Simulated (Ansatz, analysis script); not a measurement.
Records of electronic-structure calculations.

```json
{"subject": "Free-standing square Nb monolayer, spacing 3.069 Å: spin spirals and exchange", "lattice_ang": [[3.069, 0.0, 0.0], [0.0, 3.069, 0.0], [0.0, 0.0, 14.0]], "atoms": [["Nb", 0.0, 0.0, 0.5]], "method": "PBE, PAW set soft_1; spin spirals by the generalised Bloch theorem, no spin–orbit coupling (and 2 further levels or steps)", "program": "Ansatz 0.2.0 and analysis script 1", "settings_of_one_run": "cutoff 420 eV, 20×20×1 k-mesh, Fermi-Dirac occupations, smearing width 0.1 eV, cone angle 90 °, wavevectors 13, starting moments 0.65 μB", "notes": "No spin model is given, since the moments change too much along the path. The cell was taken as built, with atoms unrelaxed. In doubt: the program’s search for lower states was switched off, so a lower magnetic state than those reached may exist.", "results": {"lowest_point_of_the_path": "q = (0.4, 0.4, 0), -62.8 meV a magnetic atom from q = 0", "highest_point": "0 meV a magnetic atom"}}
```

[Logs and program files are shortened in this print: banners, set-up blocks, solver, clock and traceback lines can be left out without a mark of their own.]

[Logs are printed without paths, hosts, clocks, repeated set-up lines and the standing remarks that a program may print on its own settings, such as how far it seeks lower states.]

[Hosts, paths, dates, database ids (printed as entryN), source tags and the programs' standing remarks are cut or masked in the printed files.]
